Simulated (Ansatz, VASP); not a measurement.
## Two plane-wave programs on CuAu

```
Cu Au
1.0
     2.94875    0.00000    0.00000
     0.00000    2.94875    0.00000
     0.00000    0.00000    3.65797
Cu Au
1 1
Direct
  0.50000 0.50000 0.50000
  0.00000 0.00000 0.00000
```

Alike in both runs: functional PBE; k mesh 14 × 14 × 12; occupations gaussian, width 0.1 eV; no spin polarisation.

Ansatz relaxed the structure, and its values are those at the end. VASP's run is a single point on that final structure, the one shown.

|  | VASP | Ansatz |
| --- | --- | --- |
| version | VASP 6.6.1 | Ansatz 0.2.0 |
| potentials or method | VASP PAW PBE potentials, release 64 (Cu, Au) | scalar-relativistic, plane waves, PAW |
| plane-wave cutoff (eV) | 520 | 420 |
| valence electrons in the cell | 22 | 38 |

|  | VASP | Ansatz | Ansatz less VASP |
| --- | --- | --- | --- |
| gap on the k mesh at the Fermi level (eV) | none | none | - |
| pressure (GPa) | -7.0 | -7.0 | -0.04 |

A gap of «none» marks a metal or a gap that the smearing closes. The two sets of potentials don't hold the same shells in valence.

The runs have no spin-orbit coupling, so splittings on Au are missing.
